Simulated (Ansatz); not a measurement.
**ZnSe: the crystal squeezed far**

One table from this session's results is given with a row withheld; the runs are named, their logs left out.

Method: DFT PBE, with the methods named in each step, in Ansatz 0.2.0.

**The starting structure**

The structure is cubic, space group Pm-3m (No. 221). Conventional cell: a = 2.880 Å, b = 2.880 Å, c = 2.880 Å, α = 90.00°, β = 90.00°, γ = 90.00°. Zn (site symmetry m-3m) is surrounded by 8 Se at 2.49 Å. Se (site symmetry m-3m) is surrounded by 8 Zn at 2.49 Å.

Coordinates:

```
CELL_PARAMETERS angstrom
2.87982 0.00000 0.00000
0.00000 2.87982 0.00000
0.00000 0.00000 2.87982
ATOMIC_POSITIONS crystal
Zn 0.00000 0.00000 0.00000
Se 0.50000 0.50000 0.50000
```

Whether this phase is the stable one at these pressures isn't tested.

Atoms are numbered in the order of the input: Zn1, Se2.

Set-up of the first run:

input.yaml

```yaml
crystal:
  lattice:
    - [2.8798249876, 0.0, 0.0]
    - [0.0, 2.8798249876, 0.0]
    - [0.0, 0.0, 2.8798249876]
  atoms:
    - { symbol: Zn, position: [0.0, 0.0, 0.0] }
    - { symbol: Se, position: [0.5, 0.5, 0.5] }
kpoints:
  mp_grid: { grid: [15, 15, 15] }
scf:
  occupations: { method: fermi_dirac, width: 0.08 }
hamiltonian:
  xc: pbe
  pseudopotentials: { kind: paw }
output:
  forces: true
  stress: true
relax:
  f_tol: 0.005
  max_steps: 40
  cell: {}
```

Launch:

```bash
$ ansatz run input.yaml --threads 1 --pin off --max-ram 2048MiB --backend cpu --events-out ev --progress --plain --runs-dir out
```

Steps of the session up to this table: Cell relaxed at zero pressure, PAW; Volume scaled by 1, PAW; Volume scaled by 0.94, PAW; Volume scaled by 0.88, PAW; Volume scaled by 0.8, PAW; Volume scaled by 0.72, PAW; Volume scaled by 0.64, PAW; Volume scaled by 0.55, PAW; Volume scaled by 0.55, PAW (source ansatz).

One table of the session follows, with a row left open; its other results are not shown here.

```
             method  volume over the first  volume (Å³/atom)  pressure (GPa)
                PAW                      1            18.853            0.00
                PAW                   0.94            17.722            4.51
                PAW                   0.88            16.591           10.85
                PAW                    0.8            15.083           23.62
                PAW                   0.72            13.574           44.21
                PAW                   0.64                 ?               ?
                PAW                   0.55            10.369          149.29
PAW (source ansatz)                   0.55            10.369          149.35
```

Estimate the missing values for PAW, 0.64.

As computed: volume (Å³/atom): 12.066; pressure (GPa): 78.58. In the column «volume (Å³/atom)» it lies between PAW (source ansatz), 0.55 (10.369) and PAW, 0.72 (13.574).
